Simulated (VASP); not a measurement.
# Si in VASP 6.6.1, single-point calculation

INCAR

```
PREC = Accurate
EDIFF = 1E-7
NELM = 120
NELECT = 8.5
LCHARG = .FALSE.
METAGGA = MBJ
LREAL = .FALSE.
IBRION = -1
ENCUT = 520
SIGMA = 0.01
ISMEAR = 0
ISIF = 2
LWAVE = .FALSE.
ALGO = Normal
LASPH = .TRUE.
NSW = 0
NBANDS = 11
```

KPOINTS

```
KPOINTS created by Atomic Simulation Environment
0
Gamma
8 8 8
0 0 0
```

POSCAR

```
Si
 1.0000000000000000
     0.0000000000000000    2.6404553287999999    2.6404553287999999
     2.6404553287999999    0.0000000000000000    2.6404553287999999
     2.6404553287999999    2.6404553287999999    0.0000000000000000
 Si
   2
Cartesian
  0.0000000000000000  0.0000000000000000  0.0000000000000000
  1.3202276643999999  1.3202276643999999  1.3202276643999999
```

The recommended PBE PAW datasets give the neutral cell 8 valence electrons.

Command

```
mpirun -np 1 vasp_std
```

Predict the outcome of this run.

It converged.

OSZICAR

```
N       E                     dE             d eps       ncg     rms          rms(c)
DAV:   1     0.668049964484E+02    0.66805E+02   -0.34148E+03   638   0.593E+02
DAV:   2     0.484812103086E+02   -0.18324E+02   -0.17840E+02   841   0.882E+01
DAV:   3     0.479189783125E+02   -0.56223E+00   -0.55456E+00   792   0.131E+01
DAV:   4     0.479161675016E+02   -0.28108E-02   -0.28107E-02   754   0.117E+00
DAV:   5     0.479161576551E+02   -0.98464E-05   -0.98461E-05   770   0.687E-02    0.460E+00
DAV:   6     0.505357314224E+02    0.26196E+01   -0.92428E-01   680   0.544E+00    0.232E+00
DAV:   7     0.517553009039E+02    0.12196E+01   -0.22687E-01   677   0.235E+00    0.680E-01
DAV:   8     0.521421026441E+02    0.38680E+00   -0.10170E-01   662   0.198E+00    0.606E-01
DAV:   9     0.521999096748E+02    0.57807E-01   -0.85291E-03   765   0.619E-01    0.611E-01
DAV:  10     0.522819336807E+02    0.82024E-01   -0.20247E-03   692   0.322E-01    0.175E-01
...
DAV:  21     0.522248732418E+02    0.20242E-03   -0.38764E-08   376   0.142E-03    0.224E-04
DAV:  22     0.522249102397E+02    0.36998E-04   -0.82568E-09   367   0.682E-04    0.207E-04
DAV:  23     0.522249240774E+02    0.13838E-04   -0.44469E-10   355   0.160E-04    0.163E-04
DAV:  24     0.522249357888E+02    0.11711E-04   -0.11520E-10   349   0.801E-05    0.891E-05
DAV:  25     0.522249470341E+02    0.11245E-04   -0.52071E-11   346   0.555E-05    0.178E-05
DAV:  26     0.522249503639E+02    0.33298E-05   -0.30495E-11   346   0.385E-05    0.600E-06
DAV:  27     0.522249513297E+02    0.96575E-06   -0.16528E-13   346   0.117E-05    0.274E-06
DAV:  28     0.522249517945E+02    0.46480E-06    0.24647E-13   346   0.539E-06    0.144E-06
DAV:  29     0.522249518283E+02    0.33837E-07    0.31499E-12   346   0.194E-06
   1 F= 0.52224952E+02 E0= 0.52225035E+02  d E =-.165629E-03
```

Standard output (part)

```
POSCAR found type information on POSCAR Si
 POSCAR found :  1 types and       2 ions
 LDA part: xc-table for (None), standard interpolation
 POSCAR, INCAR and KPOINTS ok, starting setup
 WAVECAR not read
 entering main loop
 the old and the new charge density differ
    0.460E+00
```

The cell is charged and sits in a uniform background. The MBJ potential has no energy functional, so only its levels carry meaning.

For comparison, a separate r²SCAN run of the intended cell, on usual settings and not on those above, gives a gap of 0.67 eV on its mesh and a pressure of 10.5 GPa.
